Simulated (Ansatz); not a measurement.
Input and output for Sn (bcc type): DFT, PBE, PAW with Ansatz's default frozen-core files, scalar-relativistic (Ansatz 0.2.0). This run: cell relaxed at zero pressure.

The start is a guessed cell of a prototype that needn't be stable.

Command: `ansatz run input.yaml --threads 1 --pin off --max-ram 3584MiB --backend cpu --events-out ev --progress --plain --runs-dir out` It took 7.5 s on 1 thread of Intel(R) Xeon(R) Platinum 8488C (Sapphire Rapids), on a shared host, peak memory 0.42 GiB.

```yaml
crystal:
  lattice:
    - [-1.9129311828, 1.9129311828, 1.9129311828]
    - [1.9129311828, -1.9129311828, 1.9129311828]
    - [1.9129311828, 1.9129311828, -1.9129311828]
  atoms:
    - { symbol: Sn, position: [0.0, 0.0, 0.0] }
kpoints:
  mp_grid: { grid: [19, 19, 19] }
scf:
  occupations: { method: fermi_dirac, width: 0.1 }
hamiltonian:
  xc: pbe
  pseudopotentials: { kind: paw }
output:
  forces: true
  stress: true
  write_density: true
  write_potential: true
  elf: true
  volumetric_format: npy
relax:
  f_tol: 0.005
  max_steps: 40
  cell: {}
```

Output:

```
Engine: ansatz 0.2.0
Pseudopotentials: kind: paw
Pseudopotential: Sn, paw, valence charge 14, recommended cutoff 420 eV (normal), Sn.paw.azcp
Functional definition: PBE
  parameter kappa = 0.804
  parameter beta = 0.06672455060314922
  exchange = pbe_x(kappa = kappa, mu = beta*pi^2/3)
  correlation = pbe_c(beta = beta)
Crystal: 1 atoms, lattice volume = 28.000 Å³
Basis set: ecut = 420 eV, 555 PW (Γ), exchange–correlation on 48×48×48 points (8 copies of the dense FFT grid, shifted against one another)
Bands: 11, of which v1, the nominal top of the filled ones, is band 7 counted from 1 (6 counted from 0)
Symmetry: 48 space group operations
Space group: Im-3m (ITA 229), of the structure as read, at distance tolerance 3.0e-5 Å
k-points: 220 of 6859
Non-local potential: Sn, projectors of the file, l = 0: 2, l = 1: 2, l = 2: 2, l = 3: 2
PAW form: soft (Blöchl's): semilocal exchange-correlation on the pseudo side does not see the compensation charge
PAW one-centre angular grid: Sn, 590 points (default); XC on 64 Gauss nodes
Initial density: superposition of atomic densities (neutral atoms: chi_scale 0, normalization atom), corrected by the library's trained network
Initial wavefunctions: pseudopotential atomic-orbital guess
Functional: x = pbe(κ = 0.804, μ = 0.2195149727645171), c = pbe(β = 0.06672455060314922)
SCF iter   1: F=—  HF=-6024.150467 eV  |F-HF|=—  |Δ(HF+E_count)|=         —  Δρ=5.10e-4  dr2=2.88e-5  ethr=1.77e-3  ⟨swp⟩=5.0  Hψ=14028  notcnv=0
preconditioner: auto → Kerker (q_TF=auto, 2.431 Å⁻¹)  [metal: Δε(μ)=0.015 eV  Ē_g=23.077 eV  σ=0.100 eV  W_gap=0.04  n_scr=12 (ndim 8)  ℏωp=26.3 eV  f_vac=0.000  D(μ)=0.56/eV (n_scr^D=0)]
SCF iter   2: F=—  HF=-6024.149972 eV  |F-HF|=—  |Δ(HF+E_count)|=   4.96e-4  Δρ=3.25e-4  dr2=1.58e-5  ethr=2.06e-7  ⟨swp⟩=2.8  Hψ=5918  notcnv=0
SCF iter   3: F=—  HF=-6024.149988 eV  |F-HF|=—  |Δ(HF+E_count)|=   1.67e-5  Δρ=1.87e-4  dr2=5.70e-6  ethr=1.13e-7  ⟨swp⟩=2.0  Hψ=3623  notcnv=0
SCF iter   4: F=—  HF=-6024.149997 eV  |F-HF|=—  |Δ(HF+E_count)|=   9.12e-6  Δρ=2.72e-5  dr2=1.52e-7  ethr=4.07e-8  ⟨swp⟩=2.8  Hψ=3732  notcnv=0
iter 5 did not close the SCF: its close was put off for the readings that it lacked (scf_convergence_deferred on its scf_iter line)
SCF iter   5: F=-6024.149998 eV  HF=-6024.149998 eV  |F-HF|=9.42e-9  |Δ(HF+E_count)|=   3.52e-8  Δρ=5.96e-6  dr2=4.31e-9  ethr=1.08e-9  ⟨swp⟩=2.0  Hψ=3983  notcnv=0
SCF iter   6: F=-6024.149998 eV  HF=-6024.149998 eV  |F-HF|=5.28e-11  |Δ(HF+E_count)|=   1.00e-8  Δρ=4.96e-7  dr2=4.39e-11  ethr=3.08e-11  ⟨swp⟩=4.7  Hψ=11202  notcnv=0
SCF 1 converged in 6 iterations: F = -6024.149998 eV  dr2 = 4.39e-11
  greatest PAW one-centre occupation: 0.991 electrons in one spin orbital (limit 2), on the Sn atom at site 0 (counted from 0), in its partial waves of l = 2
relax step   1: F+E_penalty+E_count = -6024.14999753 eV  Δ(F+E_penalty+E_count) = +0.000e0 eV  max|allowed force component| = 0.000e0 eV/Å  Δτ_max = 0.0000 Å  P = -0.541 GPa  Ω = 28.000 Å³  (6 SCF iters, dr2 threshold 1.00e-7 eV, accepted)
Crystal: 1 atoms, lattice volume = 27.670 Å³
Initial density: handed on by an earlier stage of this run
Initial wavefunctions: those handed on with the density
iter 1 solved again at ethr=1.34e-7 eV; its pass at ethr=3.10e-3 eV (dr2=1.87e-5 eV) is discarded
SCF iter   1: F=—  HF=-6024.150626 eV  |F-HF|=—  |Δ(HF+E_count)|=         —  Δρ=1.62e-4  dr2=5.63e-6  ethr=1.34e-7  ⟨swp⟩=3.0  Hψ=21671  notcnv=0
preconditioner: auto → Kerker (q_TF=auto, 2.435 Å⁻¹)  [metal: Δε(μ)=0.012 eV  Ē_g=23.135 eV  σ=0.100 eV  W_gap=0.03  n_scr=12 (ndim 8)  ℏωp=26.4 eV  f_vac=0.000  D(μ)=0.56/eV (n_scr^D=0)]
SCF iter   2: F=—  HF=-6024.150626 eV  |F-HF|=—  |Δ(HF+E_count)|=   2.77e-7  Δρ=1.08e-4  dr2=2.26e-6  ethr=4.02e-8  ⟨swp⟩=1.0  Hψ=2449  notcnv=0
SCF iter   3: F=-6024.150627 eV  HF=-6024.150627 eV  |F-HF|=8.10e-10  |Δ(HF+E_count)|=   3.06e-7  Δρ=1.87e-5  dr2=9.09e-8  ethr=7.14e-10  ⟨swp⟩=6.3  Hψ=12979  notcnv=0
SCF 2 converged in 3 iterations: F = -6024.150627 eV  dr2 = 9.09e-8
relax step   2: F+E_penalty+E_count = -6024.15062654 eV  Δ(F+E_penalty+E_count) = -6.290e-4 eV  max|allowed force component| = 0.000e0 eV/Å  Δτ_max = 0.0000 Å  P = +0.000 GPa  Ω = 27.670 Å³  energy of the carried Pulay correction = +6.594e-5 eV  (3 SCF iters, dr2 threshold 1.00e-7 eV, accepted)
Initial wavefunctions: pseudopotential atomic-orbital guess (no wavefunctions were taken with the density)
iter 1 solved again at ethr=4.29e-8 eV; its pass at ethr=3.10e-3 eV (dr2=6.01e-6 eV) is discarded
SCF iter   1: F=—  HF=-6024.150561 eV  |F-HF|=—  |Δ(HF+E_count)|=         —  Δρ=2.25e-5  dr2=9.84e-8  ethr=4.29e-8  ⟨swp⟩=2.9  Hψ=20256  notcnv=0
preconditioner: auto → Kerker (q_TF=auto, 2.435 Å⁻¹)  [metal: Δε(μ)=0.012 eV  Ē_g=23.138 eV  σ=0.100 eV  W_gap=0.03  n_scr=12 (ndim 8)  ℏωp=26.4 eV  f_vac=0.000  D(μ)=0.56/eV (n_scr^D=0)]
SCF iter   2: F=—  HF=-6024.150560 eV  |F-HF|=—  |Δ(HF+E_count)|=   3.56e-7  Δρ=1.43e-5  dr2=4.45e-8  ethr=7.03e-10  ⟨swp⟩=1.3  Hψ=2490  notcnv=0
SCF iter   3: F=—  HF=-6024.150560 eV  |F-HF|=—  |Δ(HF+E_count)|=   2.53e-9  Δρ=1.26e-6  dr2=1.30e-10  ethr=3.18e-10  ⟨swp⟩=2.0  Hψ=2839  notcnv=0
SCF iter   4: F=-6024.150560 eV  HF=-6024.150560 eV  |F-HF|=1.36e-11  |Δ(HF+E_count)|=  3.14e-10  Δρ=2.75e-7  dr2=8.04e-12  ethr=1.00e-12  ⟨swp⟩=6.4  Hψ=10676  notcnv=0
SCF 3 converged in 4 iterations: F = -6024.150560 eV  dr2 = 8.04e-12
relax step   3: F+E_penalty+E_count = -6024.15056036 eV  Δ(F+E_penalty+E_count) = +6.618e-5 eV  max|allowed force component| = 0.000e0 eV/Å  Δτ_max = 0.0000 Å  P = -0.000 GPa  Ω = 27.670 Å³  stress off target by 2.13e-4 GPa  SCF on the basis re-selected at this cell (its energy is not comparable with the rows above)  (4 SCF iters)
basis re-selected at this cell: Δ(F+E_penalty+E_count) = +6.618e-5 eV, ΔP = -0.001 GPa vs the last step (what re-selecting the basis moved, of the pressure what is left beyond the Pulay correction that the steps carried, after the strain that the cell walked since its last selection, with what the two solves' SCF thresholds leave and, on support functions, any second-order correction that the steps lacked; it is no measure of the basis error at this ecutwfc). This SCF's stress stands 2.13e-4 GPa from its target on what of the cell is left free (relax.cell.stress_tol is 5.00e-2 GPa) and its largest allowed force component is 0.00e0 eV/Å (relax.f_tol is 5.00e-3 eV/Å): within both
SCF converged after 4 iterations
Free energy (F): -6024.150560 eV
Harris-Foulkes:  -6024.150560 eV  (|F-HF|=1.36e-11)
Internal energy: -6024.131932 eV  (E = F + TS)
E sigma→0 (E₀):  -6024.141246 eV
Entropy (-TS):   -0.018628 eV (-18.628 meV/atom)
Fermi energy:    10.589890 eV
--- Per-component energies (eV) ---
  E_band       = -84.392344
  E_kinetic    = 185.732195
  E_local      = -835.452399  (includes V_loc(G=0)·N_el)
  E_nonlocal   = -32.710373
  E_hartree    = 523.502753
  E_xc         = -382.777955
  E_vxc        = -96.160363  (∫ρ·V_xc dr)
  E_paw        = -4134.788898  (= ΣΔE_a)
  E_vpaw       = -352.806874  (= ΣTr[D̂ρ^β])
  E_aug_tail   = -0.000000  (compensation charges beyond the density's cutoff)
  E_ewald      = -1347.637256
  E_smearing   = -0.018628  (= −TS)
  E_closure    = 0.000000  (closes the sum)
  Σ components = -6024.150560   (vs F -6024.150560, Δ=0.00e0)
--- Forces (eV/Å), atoms counted from 1 ---
  atom   1  Sn     0.00000000     0.00000000     0.00000000
  max |Σ_I F_I| component: 7.07e-31 eV/Å
--- Stress (GPa, compression-positive) ---
       -0.000213      -0.000000       0.000000
        0.000000      -0.000213      -0.000000
       -0.000000      -0.000000      -0.000213
  P = ⅓ Tr σ = -0.0002 GPa (-0.002 kbar)
--- Band table (eV; the first three rows and the last of 220) ---
  k-point 0: bands = ["-10.9579", "-10.9579", "-10.9579", "-10.8271", "-10.8271", "-0.3587", "18.4052", "18.4052", "18.4052", "22.6665", "22.6665"]
  k-point 1: bands = ["-10.9590", "-10.9561", "-10.9523", "-10.8284", "-10.8272", "-0.2992", "17.8637", "18.1592", "18.3288", "21.8261", "22.0417"]
  k-point 2: bands = ["-10.9624", "-10.9512", "-10.9362", "-10.8321", "-10.8277", "-0.1207", "16.5582", "17.5718", "18.1042", "20.9845", "21.3168"]
  k-point 219: bands = ["-10.9745", "-10.9734", "-10.7689", "-10.7689", "-10.7685", "7.8452", "10.1763", "10.1763", "10.1800", "14.4602", "14.6599"]
--- Relaxed structure (2 steps of the walk, 2 accepted, 1 SCFs on fresh bases) ---
  F+E_penalty+E_count = -6024.15056036 eV   max|allowed force component| = 0.000e0 eV/Å   (the final SCF, on the basis selected at the relaxed cell)
  cell:  # Å, volume = 27.6703 Å³
    - [-1.9053939707758443, 1.9053939707758443, 1.9053939707758443]
    - [1.9053939707758443, -1.9053939707758443, 1.9053939707758443]
    - [1.9053939707758443, 1.9053939707758443, -1.9053939707758443]
  atoms:
    - { symbol: Sn, position: [0.0, 0.0, 0.0] }
```

Next run (bcc relaxed under pressure), as changes to the input before:

```diff
   lattice:
-    - [-1.9129311828, 1.9129311828, 1.9129311828]
-    - [1.9129311828, -1.9129311828, 1.9129311828]
-    - [1.9129311828, 1.9129311828, -1.9129311828]
+    - [-1.4132039447, 1.4132039447, 1.4132039447]
+    - [1.4132039447, -1.4132039447, 1.4132039447]
+    - [1.4132039447, 1.4132039447, -1.4132039447]
   atoms:
   stress: true
-  write_density: true
-  write_potential: true
-  elf: true
-  volumetric_format: npy
+  eigenvalues: true
 relax:
   max_steps: 40
-  cell: {}
+  cell: { p_target: 370.0, stress_tol: 0.185 }
```

Command: `ansatz run input.yaml --threads 1 --pin off --max-ram 3584MiB --backend cpu --events-out ev --progress --plain --runs-dir out` It took 6.6 s on 1 thread of Intel(R) Xeon(R) Platinum 8488C (Sapphire Rapids) (shared host), peak memory 0.35 GiB.

Results part of the output:

```
basis re-selected at this cell: Δ(F+E_penalty+E_count) = -3.776e-5 eV, ΔP = -0.005 GPa vs the last step (what re-selecting the basis moved, of the pressure what is left beyond the Pulay correction that the steps carried, after the strain that the cell walked since its last selection, with what the two solves' SCF thresholds leave and, on support functions, any second-order correction that the steps lacked; it is no measure of the basis error at this ecutwfc). This SCF's stress stands 7.53e-3 GPa from its target on what of the cell is left free (relax.cell.stress_tol is 1.85e-1 GPa) and its largest allowed force component is 0.00e0 eV/Å (relax.f_tol is 5.00e-3 eV/Å): within both
SCF converged after 3 iterations
Free energy (F): -6016.171045 eV
Harris-Foulkes:  -6016.171045 eV  (|F-HF|=2.55e-11)
Internal energy: -6016.159689 eV  (E = F + TS)
E sigma→0 (E₀):  -6016.165367 eV
Entropy (-TS):   -0.011356 eV (-11.356 meV/atom)
Fermi energy:    31.605194 eV
--- Per-component energies (eV) ---
  E_band       = 169.802702
  E_kinetic    = 213.168253
  E_local      = -157.421822  (includes V_loc(G=0)·N_el)
  E_nonlocal   = -29.412144
  E_hartree    = 304.233875
  E_xc         = -393.423674
  E_vxc        = -110.378532  (∫ρ·V_xc dr)
  E_paw        = -4136.791304  (= ΣΔE_a)
  E_vpaw       = -354.620618  (= ΣTr[D̂ρ^β])
  E_aug_tail   = -0.000000  (compensation charges beyond the density's cutoff)
  E_ewald      = -1816.512873
  E_smearing   = -0.011356  (= −TS)
  E_closure    = -0.000000  (closes the sum)
  Σ components = -6016.171045   (vs F -6016.171045, Δ=0.00e0)
--- Forces (eV/Å), atoms counted from 1 ---
  atom   1  Sn     0.00000000    -0.00000000     0.00000000
  max |Σ_I F_I| component: 5.92e-30 eV/Å
--- Stress (GPa, compression-positive) ---
      369.992472       0.000000      -0.000000
       -0.000000     369.992472       0.000000
       -0.000000       0.000000     369.992472
  P = ⅓ Tr σ = 369.9925 GPa (3699.925 kbar)
--- Band table (eV; the first three rows and the last of 220) ---
  k-point 0: bands = ["6.8731", "6.8731", "6.8731", "8.2295", "8.2295", "10.1912", "43.0230", "43.0230", "43.0230", "51.6789", "51.6789"]
  k-point 1: bands = ["6.8547", "6.8819", "6.9274", "8.2091", "8.2300", "10.3134", "42.6992", "42.9916", "43.0756", "49.8488", "49.9961"]
  k-point 2: bands = ["6.8019", "6.8971", "7.0863", "8.1530", "8.2318", "10.6892", "41.6038", "42.7847", "43.2177", "48.2725", "48.5779"]
  k-point 219: bands = ["5.9693", "5.9816", "8.8818", "8.8818", "8.8936", "28.5890", "29.2032", "29.2032", "35.8686", "36.1290", "37.7385"]
--- Relaxed structure (3 steps of the walk, 2 accepted, 1 SCFs on fresh bases) ---
  F+E_penalty+E_count = -6016.17104522 eV   max|allowed force component| = 0.000e0 eV/Å   (the final SCF, on the basis selected at the relaxed cell)
  cell:  # Å, volume = 11.2984 Å³
    - [-1.4135764963759572, 1.4135764963759572, 1.4135764963759572]
    - [1.4135764963759572, -1.4135764963759572, 1.4135764963759572]
    - [1.4135764963759572, 1.4135764963759572, -1.4135764963759572]
  atoms:
    - { symbol: Sn, position: [0.0, 0.0, 0.0] }
```

Next run (hcp relaxed under pressure), as changes to the input before:

```diff
   lattice:
-    - [-1.4132039447, 1.4132039447, 1.4132039447]
-    - [1.4132039447, -1.4132039447, 1.4132039447]
-    - [1.4132039447, 1.4132039447, -1.4132039447]
+    - [2.524757211, 0.0, 0.0]
+    - [-1.2623786055, 2.1865038831, 0.0]
+    - [0.0, 0.0, 4.0901066818]
   atoms:
-    - { symbol: Sn, position: [0.0, 0.0, 0.0] }
+    - { symbol: Sn, position: [0.3333333333, 0.6666666667, 0.25] }
+    - { symbol: Sn, position: [0.6666666667, 0.3333333333, 0.75] }
 kpoints:
-  mp_grid: { grid: [19, 19, 19] }
+  mp_grid: { grid: [17, 17, 10] }
 scf:
   eigenvalues: true
+  write_density: true
+  write_potential: true
+  elf: true
+  volumetric_format: npy
 relax:
```

Results part of the output:

```
basis re-selected at this cell: Δ(F+E_penalty+E_count) = +8.468e-5 eV, ΔP = -0.002 GPa vs the last step (what re-selecting the basis moved, of the pressure what is left beyond the Pulay correction that the steps carried, after the strain that the cell walked since its last selection, with what the two solves' SCF thresholds leave and, on support functions, any second-order correction that the steps lacked; it is no measure of the basis error at this ecutwfc). This SCF's stress stands 8.90e-2 GPa from its target on what of the cell is left free (relax.cell.stress_tol is 1.85e-1 GPa) and its largest allowed force component is 2.22e-16 eV/Å (relax.f_tol is 5.00e-3 eV/Å): within both
SCF converged after 2 iterations
Free energy (F): -12032.318494 eV
Harris-Foulkes:  -12032.318494 eV  (|F-HF|=1.13e-10)
Internal energy: -12032.302363 eV  (E = F + TS)
E sigma→0 (E₀):  -12032.310428 eV
Entropy (-TS):   -0.016132 eV (-8.066 meV/atom)
Fermi energy:    31.985465 eV
--- Per-component energies (eV) ---
  E_band       = 340.983976
  E_kinetic    = 426.359942
  E_local      = -313.593400  (includes V_loc(G=0)·N_el)
  E_nonlocal   = -58.557396
  E_hartree    = 608.904559
  E_xc         = -786.458153
  E_vxc        = -220.351759  (∫ρ·V_xc dr)
  E_paw        = -8274.548619  (= ΣΔE_a)
  E_vpaw       = -710.682719  (= ΣTr[D̂ρ^β])
  E_aug_tail   = -0.000001  (compensation charges beyond the density's cutoff)
  E_ewald      = -3634.409294
  E_smearing   = -0.016132  (= −TS)
  E_closure    = -0.000000  (closes the sum)
  Σ components = -12032.318494   (vs F -12032.318494, Δ=0.00e0)
--- Forces (eV/Å), atoms counted from 1 ---
  atom   1  Sn     0.00000000    -0.00000000     0.00000000
  atom   2  Sn     0.00000000     0.00000000     0.00000000
  max |Σ_I F_I| component: 1.11e-16 eV/Å
--- Stress (GPa, compression-positive) ---
      369.973500       0.000000       0.000000
        0.000000     369.973500       0.000000
        0.000000       0.000000     370.088988
  P = ⅓ Tr σ = 370.0120 GPa (3700.120 kbar)
--- Band table (eV; the first three rows and the last of 198) ---
  k-point 0: bands = ["6.3009", "7.1120", "7.2112", "7.2112", "7.4005", "7.4005", "7.6781", "7.6781", "8.6936", "8.6936", "10.1919", "19.9492", "23.2957", "40.3467", "42.6751", "42.7284", "43.2530", "43.2530"]
  k-point 1: bands = ["6.3244", "7.1027", "7.1837", "7.1837", "7.3817", "7.3817", "7.7357", "7.7357", "8.6838", "8.6838", "10.2964", "18.9643", "24.4431", "40.2485", "42.4467", "42.5670", "43.2896", "43.2896"]
  k-point 2: bands = ["6.3922", "7.0685", "7.1346", "7.1346", "7.3308", "7.3308", "7.8721", "7.8721", "8.6514", "8.6514", "10.6175", "17.3134", "26.5784", "39.9011", "41.6221", "42.1072", "43.4031", "43.4031"]
  k-point 197: bands = ["6.6029", "6.6029", "7.2117", "7.2117", "7.6009", "7.6009", "7.9325", "7.9325", "8.7361", "8.7361", "24.1453", "24.1453", "26.1743", "26.1743", "27.7139", "27.7139", "41.2836", "41.2836"]
--- Relaxed structure (3 steps of the walk, 2 accepted, 1 SCFs on fresh bases) ---
  F+E_penalty+E_count = -12032.31849438 eV   max|allowed force component| = 2.220e-16 eV/Å   (the final SCF, on the basis selected at the relaxed cell)
  cell:  # Å, volume = 22.5634 Å³
    - [2.52395458880716, 0.0, 0.0]
    - [-1.26197729440358, 2.1858087919053077, 0.0]
    - [0.0, 0.0, 4.0898767057160255]
  atoms:
    - { symbol: Sn, position: [0.3333333333333333, 0.6666666666666666, 0.24999999999999997] }
    - { symbol: Sn, position: [0.6666666666666666, 0.3333333333333333, 0.75] }
```

Spin–orbit coupling is left out, which matters for the heavy atoms.
